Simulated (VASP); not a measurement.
# C (P6_3/mmc) in VASP: further runs, part 2 of 2

VASP 6.6.1.

## Step 3: Relaxation of cell and atoms, rev-vdW-DF2

This run uses another cell than the first one, of 8.61 Å³/atom, 0.837 times its volume.

INCAR

```
SYSTEM = C
AGGAC = 0.0 ; ALGO = Normal
EDIFF = 1E-7 ; EDIFFG = -0.005
ENCUT = 600 ; GGA = MK
IBRION = 2 ; ISIF = 3
ISMEAR = 0 ; LASPH = .True.
LCHARG = .False. ; LREAL = .False.
LUSE_VDW = .True. ; LWAVE = .False.
NELM = 80 ; NSW = 90
PARAM1 = 0.1234 ; PARAM2 = 0.711357
PREC = Accurate ; SIGMA = 0.03
ZAB_VDW = -1.8867
```

KPOINTS

```
k-points
0
Gamma
  12 12 4
  0 0 0
```

POSCAR

```
C                                       
1.0
    2.4641438890     -0.0000000000     -0.0000000000
   -1.2320719445      2.1340112068     -0.0000000000
    0.0000000000      0.0000000000      6.5506604928
  C             
     4
Direct
     0.0000000000000000    0.0000000000000000    0.2500000000000000
     0.0000000000000000    0.0000000000000000    0.7500000000000000
     0.3333333300000021    0.6666666699999979    0.2500000000000000
     0.6666666699999979    0.3333333300000021    0.7500000000000000
```

Potentials or basis: VASP PAW PBE potentials, release 64 (C).

The run is started by

```console
cat potpaw_PBE.64/C/POTCAR > POTCAR
mpirun -np 1 vasp_std > vasp.out
```

OUTCAR:

```text
SYSTEM = C
   EDIFF = 1E-7
   EDIFFG = -0.005
   ENCUT = 600
   GGA = MK
   IBRION = 2
   ISIF = 3
   ISMEAR = 0
   LASPH = .True.
   LREAL = .False.
   NELM = 80
   NSW = 90
   PREC = Accurate

 ion  position               nearest neighbor table
   1  0.000  0.000  0.250-   3 1.42   3 1.42   3 1.42
   2  0.000  0.000  0.750-   4 1.42   4 1.42   4 1.42
   3  0.333  0.667  0.250-   1 1.42   1 1.42   1 1.42
   4  0.667  0.333  0.750-   2 1.42   2 1.42   2 1.42

  LATTYP: Found a hexagonal cell.
 ALAT       =     2.4641438890
 C/A-ratio  =     2.6583920371

  Lattice vectors:

 A1 = (   2.4641438890,   0.0000000000,   0.0000000000)
 A2 = (  -1.2320719445,   2.1340112068,   0.0000000000)
 A3 = (   0.0000000000,   0.0000000000,   6.5506604928)

Analysis of symmetry for initial positions (statically):
=====================================================================
 Subroutine PRICEL returns:
 Original cell was already a primitive cell.

 Routine SETGRP: Setting up the symmetry group for a
 hexagonal supercell.

 Subroutine GETGRP returns: Found 24 space group operations
 (whereof 12 operations were pure point group operations)
[... 185 lines left out ...]
  external PRESSURE =       2.1730935 kB  Pullay stress =       0.0000000 kB
[... 187 lines left out ...]
--------------------------------------- Ionic step        6  -------------------------------------------

 number of electron      16.0000001 magnetization

 Free energy of the ion-electron system (eV)
  ---------------------------------------------------
  ext. energy  EPLUGINS =         0.00000000
  ---------------------------------------------------
  free energy    TOTEN  =       -33.16002890 eV

  energy without entropy =      -33.15954715  energy(sigma->0) =      -33.15978802

 E-fermi :   4.7718     XC(G=0): -10.6821

 val. band max:        4.7714038671   @ k =   0.3333   0.3333   0.5000
 cond. band min:       4.7718801413   @ k =   0.3333   0.3333   0.2500
 fundamental gap:      0.0004762742
 Fermi energy:         4.7717944789

 k-point     1 :       0.0000    0.0000    0.0000
  band No.  band energies     occupation
      1     -14.8184      2.00000
      2     -14.4492      2.00000
      3      -3.8798      2.00000
      4      -1.6025      2.00000
      5       1.7257      2.00000
      6       1.7257      2.00000
      7       1.7493      2.00000
      8       1.7493      2.00000
      9       8.9745      0.00000
     10      13.1323      0.00000
     11      13.1326      0.00000
     12      13.1973      0.00000
[... 331 lines left out ...]
 k-point    24 :       0.3333   -0.0000    0.2500
  band No.  band energies     occupation
      1     -12.1688      2.00000
      2     -11.9480      2.00000
      3      -4.8492      2.00000
      4      -4.7320      2.00000
      5      -1.0086      2.00000
      6      -0.9621      2.00000
      7      -0.5055      2.00000
      8       0.8679      2.00000
      9       9.3248      0.00000
     10      10.0776      0.00000
     11      12.4124      0.00000
     12      12.6003      0.00000

 [... further k-points ...]

------------------------ aborting loop because EDIFF is reached ----------------------------------------

  FORCE on cell =-STRESS in cart. coord.  units (eV):
  Direction    XX          YY          ZZ          XY          YZ          ZX
  --------------------------------------------------------------------------------------
  -------------------------------------------------------------------------------------
  Total       -0.0029330     -0.0029330      0.0156352      0.0000000      0.0000000      0.0000000
  in kB       -0.1361602     -0.1361602      0.7258280      0.0000000      0.0000000      0.0000000
  external PRESSURE =       0.1511692 kB  Pullay stress =       0.0000000 kB
[... 23 lines left out ...]
  energy  without entropy=      -33.1595471519  energy(sigma->0) =      -33.15978802

Total vdW correction in eV:      2.0961145

 reached required accuracy - stopping structural energy minimisation
```

OSZICAR:

```text
N       E                     dE             d eps       ncg     rms          rms(c)
DAV:   1     0.579449054399E+02    0.57945E+02   -0.91453E+03  1376   0.139E+03
DAV:   2    -0.315126726917E+02   -0.89458E+02   -0.81270E+02  1916   0.240E+02
DAV:   3    -0.354567920557E+02   -0.39441E+01   -0.39100E+01  1728   0.512E+01
[... 34 lines left out ...]
DAV:   2    -0.331600725698E+02    0.10984E-03   -0.14657E-04  1488   0.930E-02    0.261E-02
DAV:   3    -0.331600291365E+02    0.43433E-04   -0.14281E-04  1588   0.807E-02    0.642E-03
DAV:   4    -0.331600290339E+02    0.10266E-06   -0.25860E-06  1596   0.129E-02    0.481E-03
DAV:   5    -0.331600289072E+02    0.12665E-06   -0.47265E-07  1616   0.636E-03    0.483E-04
DAV:   6    -0.331600288970E+02    0.10243E-07   -0.67829E-09   904   0.839E-04
   6 F= -.33160029E+02 E0= -.33159788E+02  d E =-.289493E-04
```

CONTCAR:

```text
C
   1.00000000000000
     2.4646916590358456   -0.0000000000000000    0.0000000000000000
    -1.2323458295179228    2.1344855895667050   -0.0000000000000000
     0.0000000000000000   -0.0000000000000000    6.5602931914994551
  C
     4
Direct
     1.0000000000000000    0.0000000000000000    0.2500000000000000
     0.0000000000000000    0.0000000000000000    0.7500000000000000
     0.3333333300000021    0.6666666699999979    0.2500000000000000
     0.6666666699999979    0.3333333300000021    0.7500000000000000

  0.00000000E+00  0.00000000E+00  0.00000000E+00
  0.00000000E+00  0.00000000E+00  0.00000000E+00
  0.00000000E+00  0.00000000E+00  0.00000000E+00
  0.00000000E+00  0.00000000E+00  0.00000000E+00
```

Run time: 2.7 min. Hardware: 1 thread of Intel Xeon Platinum 8559C (Emerald Rapids), shared host; peak memory 0.31 GiB.

Results:

```
Free energy                            : -33.1600 eV
Relaxed volume                         : 8.63 Å³/atom
Relaxed cell                           : a = 2.465 Å, b = 2.465 Å, c = 6.560 Å, α = 90.00°, β = 90.00°, γ = 120.00°
Space group after relaxing (to 0.05 Å) : P6_3/mmc (No. 194)
Energy gained by relaxing              : 0.0 meV/atom
Ionic steps                            : 6
Pressure after relaxing                : 0.0 GPa
Band gap on the k mesh                 : none (metal or under the smearing width)
```

Stress tensor (GPa, compression positive):
```
-0.01  0.00  0.00
 0.00 -0.01  0.00
 0.00  0.00  0.07
```

Final structure:
```yaml
crystal:
  lattice:
    - [2.46469, 0.00000, 0.00000]
    - [-1.23235, 2.13449, 0.00000]
    - [0.00000, 0.00000, 6.56029]
  atoms:
    - { symbol: C, position: [0.00000, 0.00000, 0.25000] }
    - { symbol: C, position: [0.00000, 0.00000, 0.75000] }
    - { symbol: C, position: [0.33333, 0.66667, 0.25000] }
    - { symbol: C, position: [0.66667, 0.33333, 0.75000] }
```

Caveat: the PAW data sets were made with another functional, which shifts forces and pressure a little.

## Step 4: Relaxation of cell and atoms, PBE+D3(BJ)

INCAR

```
ALGO = Normal
EDIFF = 1E-6
EDIFFG = -0.01
ENCUT = 600
GGA = PE
IBRION = 2
ISIF = 3
ISMEAR = 0
IVDW = 12
LASPH = True
LCHARG = False
LREAL = False
LWAVE = False
NELM = 80
NSW = 90
PREC = Accurate
SIGMA = 0.03
```

KPOINTS

```
k-points
0
Gamma
  12 12 4
```

POSCAR

```
C
1.0
    2.4672912600      0.0000000000      0.0000000000
   -1.2336456300      2.1367369100      0.0000000000
    0.0000000000      0.0000000000      7.8030730000
C
4
Direct
    0.0000000000      0.0000000000      0.2500000000
    0.0000000000      0.0000000000      0.7500000000
    0.3333333300      0.6666666700      0.2500000000
    0.6666666700      0.3333333300      0.7500000000
```

The run is started by

```console
cat potpaw_PBE.64/C/POTCAR > POTCAR
mpirun -np 1 vasp_std > vasp.out
```

It took 1.7 min on 1 thread of Intel Xeon Platinum 8488C (Sapphire Rapids), shared host; peak memory 0.18 GiB.

Results (log left out):

```
Free energy                            : -37.4849 eV
Relaxed volume                         : 8.80 Å³/atom
Relaxed cell                           : a = 2.465 Å, b = 2.465 Å, c = 6.691 Å, α = 90.00°, β = 90.00°, γ = 120.00°
Space group after relaxing (to 0.05 Å) : P6_3/mmc (No. 194)
Energy gained by relaxing              : 15.3 meV/atom
Ionic steps                            : 12
Pressure after relaxing                : 0.1 GPa
Band gap on the k mesh                 : none (metal or under the smearing width)
Dispersion energy per atom             : -0.157 eV
```

Stress tensor (GPa, compression positive):
```
 0.16  0.00  0.00
 0.00  0.16  0.00
 0.00  0.00 -0.10
```

The path:
```csv
step,energy change (eV),largest force (eV/Å),pressure (GPa),volume (Å³)
1,0.0000,0.0000,-1.12,41.14
2,-0.0034,0.0000,0.24,40.71
3,-0.0048,0.0000,1.67,40.28
4,-0.0057,0.0000,1.68,40.23
5,-0.0082,0.0000,1.53,40.06
6,-0.0133,0.0000,1.47,39.73
7,-0.0233,0.0000,1.18,39.07
8,-0.0417,0.0000,0.79,37.74
9,-0.0612,0.0000,0.17,35.08
10,-0.0612,0.0000,0.18,35.18
11,-0.0612,0.0000,-0.27,35.27
12,-0.0612,0.0000,0.07,35.20
```

Final structure:
```
CELL_PARAMETERS angstrom
2.46485 0.00000 0.00000
-1.23243 2.13462 0.00000
0.00000 0.00000 6.69061
ATOMIC_POSITIONS crystal
C 0.00000 0.00000 0.25000
C 0.00000 0.00000 0.75000
C 0.33333 0.66667 0.25000
C 0.66667 0.33333 0.75000
```

Levels at points of the mesh, in eV from the Fermi level:
```csv
k point,band 5,band 6,band 7,band 8,band 9,band 10,band 11,band 12
"(0.00, 0.00, 0.00)",-3.01,-3.01,-2.99,-2.99,4.32,8.33,8.33,8.38
"(0.50, 0.00, 0.00)",-6.41,-6.36,-2.77,-2.07,1.52,2.20,7.21,7.62
"(0.00, 0.00, 0.50)",-3.00,-3.00,-3.00,-3.00,6.98,6.98,8.36,8.36
"(0.50, 0.00, 0.50)",-6.38,-6.38,-2.35,-2.35,1.66,1.66,7.41,7.41
```
